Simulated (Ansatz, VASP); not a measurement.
# Two plane-wave programs on C

```
C
1.0
     0.00000    1.78014    1.80684
     1.78014    0.00000    1.80684
     1.78014    1.78014    0.00000
C
2
Direct
  0.50000 0.50000 0.50000
  0.75000 0.75000 0.75000
```

Change from the starting cell: strain +0.0150 x Voigt [0, 0, 1, 0, 0, 0], atoms carried along.

Alike in both runs: task single point; functional r2SCAN; k mesh 12 × 12 × 12; occupations gaussian, width 0.05 eV; no spin polarisation.

|  | VASP | Ansatz |
| --- | --- | --- |
| version | VASP 6.6.1 | Ansatz 0.2.0 |
| potentials or method | VASP PAW PBE potentials, release 64 (C) | scalar-relativistic, plane waves, PAW |
| plane-wave cutoff (eV) | 520 | 500 |
| valence electrons in the cell | 8 | 8 |

```csv
,VASP,Ansatz,Ansatz less VASP
gap on the k mesh at the Fermi level (eV),4.12,4.15,+0.029
least direct gap on the mesh (eV),5.67,5.71,+0.044
pressure (GPa),-5.5,-6.5,-1.05
largest component of the traceless stress (GPa),9.81,9.83,+0.018
```

Caveats: the PAW data sets were made with another functional, which shifts forces and pressure a little (VASP).
